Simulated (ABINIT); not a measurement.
# BN in ABINIT: convergence with smearing width

BN:

```xyz
4
Lattice="2.4982 0.0000 0.0000 -1.2491 2.1635 0.0000 0.0000 0.0000 6.6357" Properties=species:S:1:pos:R:3 pbc="T T T"
N     1.2491    0.7212    1.6589
N     0.0000    1.4424    4.9768
B     1.2491    0.7212    4.9768
B     0.0000    1.4424    1.6589
```

```yaml
Program: ABINIT 10.8.3 (patched build)
Task: single point
Functional: PBE
Potentials_or_basis: PseudoDojo NC SR PBE v0.4.1 standard
Cutoff: 1143 eV
k_mesh: 12 × 12 × 4
Occupations: fermi-dirac, width 0.272 eV
Spin: no spin polarisation
```

These are the settings of the first run; the series varies smearing width, with any setting tied to it.

Hardware: 1 thread of Arm Neoverse V2, on a shared host.

| smearing width | energy less the tightest run, at zero smearing (meV/atom) | SCF cycles | CPU time (s) | peak memory (GiB) |
| --- | --- | --- | --- | --- |
| 0.272 eV | 0.04 | 10 | 46 | 0.1 |
| 0.2 eV | 0.00 | 10 | 46 | 0.1 |
| 0.136 eV | 0.00 | 10 | 45 | 0.1 |
| 0.1 eV | 0.00 | 10 | 45 | 0.1 |
| 0.05 eV | 0.00 | 10 | 44 | 0.1 |
| 0.025 eV | 0.00 | 10 | 44 | 0.1 |
| 0.01 eV | 0.00 | 10 | 44 | 0.1 |

Against the tightest run, the energy stays within 1 meV/atom from 0.272 eV on. The tightest run that finished is the yardstick and may itself not be fully converged.
